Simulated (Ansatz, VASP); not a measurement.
# One calculation of As, two programs

INCAR

```
PREC = Accurate ; ENCUT = 520
EDIFF = 1E-6 ; ISMEAR = 0
SIGMA = 0.02 ; LREAL = F
LASPH = T ; NELM = 60
ALGO = Normal ; ISIF = 2
LWAVE = F ; LCHARG = T
LDIPOL = T ; IDIPOL = 3
DIPOL = 0.5 0.5 0.500 ; GGA = CA
LELF = T ; LVHAR = T
LVACPOTAV = T ; NBANDS = 12
```

Contents of KPOINTS:

```
regular mesh
0
Gamma
  9 9 1
```

The input POSCAR:

```
As
1.0
    3.2940000000      0.0000000000      0.0000000000
   -1.6470000000      2.8526876801      0.0000000000
    0.0000000000      0.0000000000     28.0000000000
As
2
Direct
    0.3333333333      0.6666666667      0.5105714286
    0.6666666667      0.3333333333      0.4894285714
```

Input for Ansatz:

```yaml
crystal:
  lattice:
    - [3.294, 0.0, 0.0]
    - [-1.647, 2.8526876801, 0.0]
    - [0.0, 0.0, 28.0]
  atoms:
    - { symbol: As, position: [0.3333333333, 0.6666666667, 0.5105714286] }
    - { symbol: As, position: [0.6666666667, 0.3333333333, 0.4894285714] }
  periodic: [true, true, false]
basis:
  ecutwfc: 420
kpoints:
  mp_grid: { grid: [9, 9, 1] }
hamiltonian:
  xc: lda
scf:
  occupations: { method: gaussian, width: 0.02 }
output:
  forces: true
  stress: true
  eigenvalues: true
```

Alike in both runs: task single point; functional LDA; k mesh 9 × 9 × 1; occupations gaussian, width 0.02 eV; no spin polarisation.

|  | VASP | Ansatz |
| --- | --- | --- |
| version | VASP 6.6.1 | Ansatz 0.2.0 |
| potentials or method | VASP PAW LDA potentials, release 64 (As) | scalar-relativistic, plane waves, PAW |
| plane-wave cutoff (eV) | 520 | 420 |
| valence electrons in the cell | 10 | 30 |

```tsv
	VASP	Ansatz	Ansatz less VASP
gap on the k mesh at the Fermi level (eV)	none	none	-
rms of the force components (eV/Å)	5.656	5.552	-0.1044
work function, face that differs most (eV)	3.89	3.88	-0.013
```

Atom by atom the forces differ by 0.104 eV/Å (rms over components). A gap of «none» marks a metal or a gap that the smearing closes. The two sets of potentials don't hold the same shells in valence.
